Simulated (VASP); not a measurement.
# Cr (P6/mmm) in VASP: a series of runs

The runs below take Cr through single point, with r2SCAN.

All numbers are computed with VASP 6.6.1; they aren't measurements. Logs are shortened: lines on timing, memory, paths and dates and some standing lists are left out, and cuts for length are marked.

## Step 1: Starting point

It takes space group P6/mmm (No. 191, hexagonal). The conventional cell has a = 2.542 Å, b = 2.542 Å, c = 2.376 Å, α = 90.00°, β = 90.00°, γ = 120.00°. Cr (site symmetry 6/mmm) is surrounded by 8 Cr at 2.38 to 2.54 Å.

The cell was built by a generator and needn't be a form met in nature.

## Step 2: Single point, r2SCAN, collinear spin, typed start

POSCAR reads:

```
Cr
1.0
    2.5424558388      0.0000000000      0.0000000000
   -1.2712279194      2.2018313444      0.0000000000
    0.0000000000      0.0000000000      2.3756071744
Cr
1
Direct
    0.0000000000      0.0000000000      0.0000000000
```

INCAR.step1 reads:

```
  PREC = Accurate
  ENCUT = 520
  ISMEAR = 0
  SIGMA = 0.1
  LREAL = False
  LASPH = True
  NELM = 150
  ISPIN = 2
  MAGMOM = 3
  LMAXMIX = 4
  NBANDS = 16
  GGA = PE
  ALGO = Normal
  EDIFF = 1E-4
  LWAVE = True
  LCHARG = False
```

INCAR.step2 reads:

```
  PREC = Accurate
  ENCUT = 520
  EDIFF = 1E-6
  ISMEAR = 0
  SIGMA = 0.1
  LREAL = False
  LASPH = True
  NELM = 150
  ALGO = Normal
  ISIF = 2
  LWAVE = False
  LCHARG = True
  ISPIN = 2
  MAGMOM = 3
  LORBIT = 11
  LMAXMIX = 4
  METAGGA = R2SCAN
  LMIXTAU = True
  LELF = True
  LVHAR = True
  NBANDS = 16
  ISTART = 1
```

KPOINTS reads:

```
regular mesh
0
Gamma
  9 9 8
```

Potentials or basis: VASP PAW PBE potentials, release 64 (Cr_pv).

Run with:

```console
$ cat potpaw_PBE.64/Cr_pv/POTCAR > POTCAR
$ cp INCAR.step1 INCAR
$ mpirun -np 1 vasp_std > vasp.out
$ cp INCAR.step2 INCAR
$ mpirun -np 1 vasp_std > vasp.out
```

OUTCAR:

```text
PREC = Accurate
   ENCUT = 520
   EDIFF = 1E-6
   ISMEAR = 0
   LREAL = False
   LASPH = True
   NELM = 150
   ISIF = 2
   ISPIN = 2
   LORBIT = 11
   METAGGA = R2SCAN
   ISTART = 1

 ion  position               nearest neighbor table
   1  0.000  0.000  0.000-

  LATTYP: Found a hexagonal cell.
 ALAT       =     2.5424558388
 C/A-ratio  =     0.9343750000

  Lattice vectors:

 A1 = (   2.5424558388,   0.0000000000,   0.0000000000)
 A2 = (  -1.2712279194,   2.2018313444,   0.0000000000)
 A3 = (   0.0000000000,   0.0000000000,   2.3756071744)

Analysis of symmetry for initial positions (statically):
=====================================================================
 Subroutine PRICEL returns:
 Original cell was already a primitive cell.

 Routine SETGRP: Setting up the symmetry group for a
 hexagonal supercell.

 Subroutine GETGRP returns: Found 24 space group operations
 (whereof 24 operations were pure point group operations)
 out of a pool of 24 trial point group operations.

The static configuration has the point symmetry D_6h.

Analysis of symmetry for dynamics (positions and initial velocities):
=====================================================================
 Subroutine PRICEL returns:
 Original cell was already a primitive cell.

 Routine SETGRP: Setting up the symmetry group for a
 hexagonal supercell.

 Subroutine GETGRP returns: Found 24 space group operations
 (whereof 24 operations were pure point group operations)
 out of a pool of 24 trial point group operations.

The dynamic configuration has the point symmetry D_6h.

Analysis of structural, dynamic, and magnetic symmetry:
=====================================================================
 Subroutine PRICEL returns:
 Original cell was already a primitive cell.

 Routine SETGRP: Setting up the symmetry group for a
 hexagonal supercell.

 Subroutine GETGRP returns: Found 24 space group operations
 (whereof 24 operations were pure point group operations)
 out of a pool of 24 trial point group operations.

The overall configuration has the point symmetry D_6h.

 Subroutine INISYM returns: Found 24 space group operations
 (whereof 24 operations are pure point group operations),
 and found     1 'primitive' translations

----------------------------------------------------------------------------------------

                                     Primitive cell

  volume of cell :      13.2988

[... 101 lines left out ...]
   ISMEAR =     0;   SIGMA  =   0.10  broadening in eV -4-tet -1-fermi 0-gaus
   EFERMI_NEDOS =   21; number of points for ismear=-14 and -15
   IALGO  =     38    algorithm
   IMIX   =      4    mixing-type and parameters
     AMIX     =   0.40;   BMIX     =  1.00
     AMIX_MAG =   1.60;   BMIX_MAG =  1.00
  volume/ion in A,a.u.               =      13.30        89.74
  Fermi-wavevector in a.u.,A,eV,Ry     =   1.581969  2.989487 34.050279  2.502625
  Thomas-Fermi vector in A             =   2.681963
   LORBIT       =     11    0 simple, 1 ext, 2 COOP (PROOUT), +10 PAW based schemes
   METAGGA = R2SCAN    functional components
   LHFCALC =     F    Hartree Fock is set to
   AEXX    =    0.0000 exact exchange contribution
   IVDW    =     0    specifies the selected vdW correction
   LEPSILON=     F    determine dielectric tensor
   LRPA    =     F    only Hartree local field effects (RPA)
 spin polarized calculation
 Gauss-broadening in eV      SIGMA  =   0.10
  energy-cutoff  :      520.00
  volume of cell :       13.30
 maximum number of plane-waves:       381
 NGX is ok and might be reduce to    20
   NGX =  9   NGY =  9   NGZ =  9

 number of electron      12.0000014 magnetization       0.0020799

 Free energy of the ion-electron system (eV)
  ---------------------------------------------------
  ext. energy  EPLUGINS =         0.00000000
  ---------------------------------------------------
  free energy    TOTEN  =       -13.93371780 eV

  energy without entropy =      -13.92838368  energy(sigma->0) =      -13.93105074

 E-fermi :   9.0812     XC(G=0): -13.9673

 val. band max:        9.0426261231   @ k =   0.3333   0.3333   0.2500
 cond. band min:       9.0982479870   @ k =   0.3333   0.1111   0.3750
 fundamental gap:      0.0556218639
 Fermi energy:         9.0812493862

 spin component 1

 k-point     1 :       0.0000    0.0000    0.0000
  band No.  band energies     occupation
      1     -35.1653      1.00000
      2     -35.1653      1.00000
      3     -35.1532      1.00000
      4       1.3071      1.00000
      5       5.8129      1.00000
      6       8.5959      1.00000
[... 435 lines left out ...]
      5       7.0526      1.00000
      6       7.3748      1.00000
[... 8 lines left out ...]
     15      39.8499      0.00000
     16      43.0129      0.00000

 [... further k-points ...]

 spin component 2

 k-point     1 :       0.0000    0.0000    0.0000
  band No.  band energies     occupation
      1     -35.1624      1.00000
      2     -35.1623      1.00000
      3     -35.1494      1.00000
      4       1.3067      1.00000
      5       5.8136      1.00000
      6       8.5981      1.00000
[... 435 lines left out ...]
      5       7.0535      1.00000
      6       7.3759      1.00000
[... 8 lines left out ...]
     15      39.8520      0.00000
     16      43.0148      0.00000

 [... further k-points ...]

------------------------ aborting loop because EDIFF is reached ----------------------------------------

  FORCE on cell =-STRESS in cart. coord.  units (eV):
  Direction    XX          YY          ZZ          XY          YZ          ZX
  --------------------------------------------------------------------------------------
  -------------------------------------------------------------------------------------
  Total       -1.4061711     -1.4061711     -1.2658128      0.0000000      0.0000000      0.0000000
  in kB     -169.4090658   -169.4090658   -152.4993438      0.0000000      0.0000000      0.0000000
  external PRESSURE =    -163.7724918 kB  Pullay stress =       0.0000000 kB

 VOLUME and BASIS-vectors are now :
 -----------------------------------------------------------------------------
  energy-cutoff  :      520.00
  volume of cell :       13.30
      direct lattice vectors                 reciprocal lattice vectors
     2.542455839  0.000000000  0.000000000     0.393320499  0.227083696  0.000000000
    -1.271227919  2.201831344  0.000000000     0.000000000  0.454167392  0.000000000
     0.000000000  0.000000000  2.375607174     0.000000000  0.000000000  0.420945016

 POSITION                                       TOTAL-FORCE (eV/Angst)
 -----------------------------------------------------------------------------------
      0.00000      0.00000      0.00000        -0.000000      0.000000      0.000000
 -----------------------------------------------------------------------------------
    total drift:                               -0.000000      0.000000     -0.000000

  FREE ENERGIE OF THE ION-ELECTRON SYSTEM (eV)
  ---------------------------------------------------
  free  energy   TOTEN  =       -13.9337177957 eV

  energy  without entropy=      -13.9283836788  energy(sigma->0) =      -13.93105074

 total charge

# of ion       s       p       d       tot
------------------------------------------
    1        0.661   6.317   4.161  11.138

 magnetization (x)

# of ion       s       p       d       tot
------------------------------------------
    1        0.000  -0.000   0.002   0.002
```

Wall time 60 s (1 thread of Intel Xeon Platinum 8259CL at 2.50GHz (Skylake/Cascade Lake), shared host); peak memory 0.14 GiB.

Results:

- Free energy: -13.9337 eV
- Pressure: -16.4 GPa
- Band gap on the k mesh: none (metal or under the smearing width)
- Net moment: 0.00 μB per cell
- Valence electrons inside the program's atomic spheres: Cr 11.14

Levels at points of the mesh, in eV from the Fermi level:
Spin up:
| k point | band 3 | band 4 | band 5 | band 6 | band 7 | band 8 | band 9 | band 10 |
| --- | --- | --- | --- | --- | --- | --- | --- | --- |
| (0.00, 0.00, 0.00) | -44.23 | -7.77 | -3.27 | -0.49 | -0.49 | 2.58 | 2.58 | 3.50 |
| (0.00, 0.00, 0.50) | -44.17 | -3.42 | -0.98 | 0.03 | 0.03 | 0.82 | 0.82 | 3.45 |
Spin down:
| k point | band 4 | band 5 | band 6 | band 7 | band 8 | band 9 |
| --- | --- | --- | --- | --- | --- | --- |
| (0.00, 0.00, 0.00) | -7.77 | -3.27 | -0.48 | -0.48 | 2.58 | 2.58 |
| (0.00, 0.00, 0.50) | -3.42 | -0.98 | 0.03 | 0.03 | 0.82 | 0.82 |

Caveat: the starting moments collapsed, and a magnetic state may lie lower; so large a pressure means that the cell lies far from this level's equilibrium, or that cutoff or potentials fall short; the potentials were made for another functional, which shifts forces and pressure.

## Step 3: Single point, r2SCAN

This run uses another cell than the first one, of 12.00 Å³/atom, 0.903 times its volume.

POSCAR reads:

```
Cr
1.0
    2.4800723434      0.0000000000      0.0000000000
   -1.2400361717      2.1478056526      0.0000000000
    0.0000000000      0.0000000000      2.2537205069
Cr
1
Direct
    0.0000000000      0.0000000000      0.0000000000
```

INCAR.step1 reads:

```
SYSTEM = Cr
PREC = Accurate
ENCUT = 520
ISMEAR = 0
SIGMA = 0.1
LREAL = .False.
LASPH = .True.
NELM = 100
NBANDS = 12
GGA = PE
ALGO = Normal
EDIFF = 1E-4
LWAVE = .True.
LCHARG = .False.
```

INCAR.step2 reads:

```
SYSTEM = Cr
PREC = Accurate
ENCUT = 520
EDIFF = 1E-6
ISMEAR = 0
SIGMA = 0.1
LREAL = .False.
LASPH = .True.
NELM = 100
ALGO = Normal
ISIF = 2
LWAVE = .False.
LCHARG = .False.
METAGGA = R2SCAN
LMIXTAU = .True.
NBANDS = 12
ISTART = 1
```

KPOINTS reads:

```
regular mesh
0
Gamma
  27 27 24
  0 0 0
```

Potentials or basis: VASP PAW PBE potentials, release 64 (Cr_pv).

Run with:

```console
$ cat potpaw_PBE.64/Cr_pv/POTCAR > POTCAR
$ cp INCAR.step1 INCAR
$ mpirun -np 1 vasp_std > vasp.out
$ cp INCAR.step2 INCAR
$ mpirun -np 1 vasp_std > vasp.out
```

OUTCAR:

```text
SYSTEM = Cr
   PREC = Accurate
   ENCUT = 520
   EDIFF = 1E-6
   ISMEAR = 0
   LREAL = .False.
   LASPH = .True.
   NELM = 100
   ISIF = 2
   METAGGA = R2SCAN
   ISTART = 1

 ion  position               nearest neighbor table
   1  0.000  0.000  0.000-

  LATTYP: Found a hexagonal cell.
 ALAT       =     2.4800723434
 C/A-ratio  =     0.9087317605

  Lattice vectors:

 A1 = (   2.4800723434,   0.0000000000,   0.0000000000)
 A2 = (  -1.2400361717,   2.1478056526,   0.0000000000)
[... 541 lines left out ...]

 [... further k-points ...]

------------------------ aborting loop because EDIFF is reached ----------------------------------------

  FORCE on cell =-STRESS in cart. coord.  units (eV):
  Direction    XX          YY          ZZ          XY          YZ          ZX
  --------------------------------------------------------------------------------------
  -------------------------------------------------------------------------------------
  Total        0.0605917      0.0605917      0.0960797      0.0000000     -0.0000000      0.0000000
  in kB        8.0865763      8.0865763     12.8228015      0.0000000     -0.0000000      0.0000000
  external PRESSURE =       9.6653180 kB  Pullay stress =       0.0000000 kB

 VOLUME and BASIS-vectors are now :
 -----------------------------------------------------------------------------
  energy-cutoff  :      520.00
  volume of cell :       12.00
      direct lattice vectors                 reciprocal lattice vectors
     2.480072343  0.000000000  0.000000000     0.403214044  0.232795737  0.000000000
    -1.240036172  2.147805653  0.000000000     0.000000000  0.465591474  0.000000000
     0.000000000  0.000000000  2.253720507     0.000000000  0.000000000  0.443710743

 POSITION                                       TOTAL-FORCE (eV/Angst)
 -----------------------------------------------------------------------------------
      0.00000      0.00000      0.00000        -0.000000      0.000000      0.000000
 -----------------------------------------------------------------------------------
    total drift:                                0.000000      0.000000      0.000000

  FREE ENERGIE OF THE ION-ELECTRON SYSTEM (eV)
  ---------------------------------------------------
  free  energy   TOTEN  =       -14.0095525415 eV

  energy  without entropy=      -14.0044935929  energy(sigma->0) =      -14.00702307
```

Wall time 5.8 min (1 thread of Intel Xeon Platinum 8259CL at 2.50GHz (Skylake/Cascade Lake), shared host); peak memory 0.24 GiB.

What came out:

| Property | Result |
| --- | --- |
| Free energy | -14.0096 eV |
| Pressure | 1.0 GPa |
| Band gap on the k mesh | none (metal or under the smearing width) |

Stress tensor (GPa, compression positive):
```
0.81 0.00 0.00
0.00 0.81 0.00
0.00 0.00 1.28
```

Caveat: the PAW data sets were made with another functional, which shifts forces and pressure a little; the run has no spin polarisation, though such a crystal can be magnetic.
